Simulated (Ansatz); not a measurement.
# CsCl: pressure against volume, fitted

```xyz
2
Lattice="4.1230 0.0000 0.0000 0.0000 4.1230 0.0000 0.0000 0.0000 4.1230" Properties=species:S:1:pos:R:3 pbc="T T T"
Cs    0.0000    0.0000    0.0000
Cl    2.0615    2.0615    2.0615
```

Atoms are numbered in the order listed.

Conventional cell: a = 4.123 Å, b = 4.123 Å, c = 4.123 Å, α = 90.00°, β = 90.00°, γ = 90.00°. Cs (atom 1) has 8 Cl at 3.57 Å as nearest neighbours. Cl (atom 2) has 8 Cs at 3.57 Å as nearest neighbours.

The cell is COD entry 9008789, as deposited and not checked against the literature; nothing was relaxed.

No spin–orbit coupling, which matters for the heavy atoms here.

All numbers below come from Ansatz 0.2.0, DFT, PBEsol, all-electron LAPW, scalar-relativistic.

Settings: a Γ-centred 6×6×6 k mesh, Fermi–Dirac smearing of 0.03 eV, basis error target 1 meV/atom, no spin polarisation.

The cell is scaled evenly. Fractional coordinates are held (clamped ions).

```json
{"V (Å³/atom)": "33.642", "P (GPa)": "0.02"}
{"V (Å³/atom)": "34.343", "P (GPa)": "-0.35"}
{"V (Å³/atom)": "34.693", "P (GPa)": "-0.51"}
{"V (Å³/atom)": "35.044", "P (GPa)": "-0.66"}
{"V (Å³/atom)": "35.394", "P (GPa)": "-0.81"}
{"V (Å³/atom)": "35.745", "P (GPa)": "-0.94"}
{"V (Å³/atom)": "36.445", "P (GPa)": "-1.19"}
{"V (Å³/atom)": "37.146", "P (GPa)": "-1.40"}
```

Question: Fit a third-order Birch–Murnaghan curve to the pressures.

Answer: P = (3B0/2)(y^(7/2) − y^(5/2))[1 + (3/4)(B0′ − 4)(y − 1)] with y = (V0/V)^(2/3) fits within 0.01 GPa for V0 = 33.675 Å³/atom, B0 = 18.5 GPa and B0′ = 5.32.

Question: Predict the pressure at the withheld volume, 32.941 Å³/atom.

Answer: There y = 1.0148, so the fit gives 0.43 GPa; the run gave 0.43 GPa.
